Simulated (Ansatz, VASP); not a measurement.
**Mo: VASP beside Ansatz**

Contents of INCAR:

```
ALGO = Normal
EDIFF = 1E-6
ENCUT = 520
GGA = RE
ISIF = 2
ISMEAR = -1
LASPH = T
LCHARG = F
LREAL = F
LWAVE = F
NBANDS = 13
NELM = 100
PREC = Accurate
SIGMA = 0.1
```

The input KPOINTS:

```
k-points
0
Gamma
  14 14 14
```

Contents of POSCAR:

```
Mo
1.0
    2.5420867018      0.0000000000      0.0000000000
    0.0000000000      2.5420867018      0.0000000000
    0.0000000000      0.0000000000      2.5420867018
Mo
1
Direct
    0.0000000000      0.0000000000      0.0000000000
```

Input for Ansatz:

```yaml
crystal:
  lattice:
    - [2.5420867018, 0.0, 0.0]
    - [0.0, 2.5420867018, 0.0]
    - [0.0, 0.0, 2.5420867018]
  atoms:
    - { symbol: Mo, position: [0.0, 0.0, 0.0] }
hamiltonian:
  xc: revpbe
  pseudopotentials:
    kind: paw
    azcp:
      Mo: "pseudopotentials/Mo.paw.azcp"
basis:
  ecutwfc: 420
  fft_grid_basis: typed
kpoints:
  mp_grid: { grid: [14, 14, 14], shift: [0, 0, 0] }
magnetization:
  spin_polarized: false
scf:
  occupations: { method: fermi_dirac, width: 0.1 }
  lower_state_search: "off"
output:
  stress: true
```

Alike in both runs: task single point; functional revPBE; k mesh 14 × 14 × 14; occupations fermi-dirac, width 0.1 eV; no spin polarisation.

```csv
,VASP,Ansatz
version,VASP 6.6.1,Ansatz 0.2.0
potentials or method,"VASP PAW PBE potentials, release 64 (Mo_sv)","plane waves (420 eV) with PAW, scalar-relativistic"
plane-wave cutoff (eV),520,420
valence electrons in the cell,14,14
```

|  | VASP | Ansatz | Ansatz less VASP |
| --- | --- | --- | --- |
| pressure (GPa) | 17.5 | 16.9 | -0.62 |

The functional is the same, so the differences come from potentials, cutoffs and numerics.

Caveats: so large a pressure means that the cell lies far from this level's equilibrium, or that cutoff or potentials fall short (VASP); the potentials were made for another functional, which shifts forces and pressure (VASP).
